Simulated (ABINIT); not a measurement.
Crystal: BeTe.

```
CELL_PARAMETERS angstrom
0.00000 2.77000 2.77000
2.77000 0.00000 2.77000
2.77000 2.77000 0.00000
ATOMIC_POSITIONS crystal
Te 0.75000 0.75000 0.75000
Be 0.00000 0.00000 0.00000
```

Base run:

```yaml
Program: ABINIT 10.8.3 (patched build)
Functional: HSE06
Potentials_or_basis: PseudoDojo NC SR PBE v0.4.1 standard
Cutoff: 952 eV
k_mesh: 6 × 6 × 6
Occupations: fixed
Spin: no spin polarisation
```

Its results: band gap on the k mesh 2.83 eV, indirect (least direct gap 4.75 eV).

Task: The run is repeated on the same cell with these changes: potentials or basis from PseudoDojo NC SR PBE v0.4.1 standard to SPMS NC PBE v1.0; cutoff from 952 eV to 707 eV; other keys from none to hyb_mixing = 0.3; diemac = 1000; npulayit = 12. What comes out?

Result: Band gap on the k mesh 3.10 eV, indirect (least direct gap 5.04 eV).

Caveats: exact exchange is summed on a coarse mesh, which widens gaps by tenths of an eV; Libxc's HSE differs a little from that of other programs; spin-orbit coupling is left out, which moves the levels of the heavy elements.

A k mesh can miss the band edges.
